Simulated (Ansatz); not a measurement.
A surface is cut from this relaxed crystal of C:

```cif
data_structure
_symmetry_space_group_name_H-M 'Fd-3m:1'
_symmetry_Int_Tables_number 227
_cell_length_a 3.5538
_cell_length_b 3.5538
_cell_length_c 3.5538
_cell_angle_alpha 90.000
_cell_angle_beta 90.000
_cell_angle_gamma 90.000
_cell_volume 44.88
loop_
_atom_site_label
_atom_site_type_symbol
_atom_site_symmetry_multiplicity
_atom_site_Wyckoff_symbol
_atom_site_fract_x
_atom_site_fract_y
_atom_site_fract_z
_atom_site_occupancy
C1 C 8 a 0.50000 0.00000 0.50000 1
```

Miller indices refer to the conventional cell of Fd-3m (No. 227), a = 3.554 Å, b = 3.554 Å, c = 3.554 Å, α = 90.00°, β = 90.00°, γ = 90.00°. The bulk's gap is 4.03 eV.

The (110) slab of 9 planes, 10.1 Å thick with 15 Å of vacuum as cut; outer planes C (top) and C (bottom).

Theory: DFT PBEsol, scalar-relativistic, plane waves, PAW (Ansatz 0.2.0). Plane waves to 420 eV, a k mesh through Γ of 11×8×1 on the computed 18-atom cell and Gaussian smearing (0.05 eV); no spin polarisation. A dipole correction removes the field between periodic images along c.

This cut of an insulator is polar or leaves open shells, so the slab is metallic here; real surfaces compensate by reconstruction or adsorbates.

With the atoms at the bulk's places:

```
Surface energy (mean of both faces) : 7.17 J/m²
Gap of the slab on the mesh         : none (metal or semimetal)
Work function                       : 6.00 eV
```

(1) What changes when all atoms relax within this surface cell and its symmetry?

Results:

(1) The energy falls by 1.560 J/m² a face, and the largest move is 0.20 Å.

For the relaxed slab, the surface energy (mean of both faces) is 5.61 J/m², the gap of the slab on the mesh is none (metal or semimetal) and the work function is 5.35 eV.

| plane (bottom to top) | atoms | spacing to next, bulk (Å) | relaxed (Å) | change (%) |
| --- | --- | --- | --- | --- |
| 1 | C2 | 1.256 | 1.056 | -16.0 |
| 2 | C2 | 1.256 | 1.288 | +2.5 |
| 3 | C2 | 1.256 | 1.252 | -0.3 |
| 4 | C2 | 1.256 | 1.258 | +0.1 |
| 5 | C2 | 1.256 | 1.258 | +0.1 |
| 6 | C2 | 1.256 | 1.252 | -0.3 |
| 7 | C2 | 1.256 | 1.288 | +2.5 |
| 8 | C2 | 1.256 | 1.056 | -16.0 |
| 9 | C2 |  |  |  |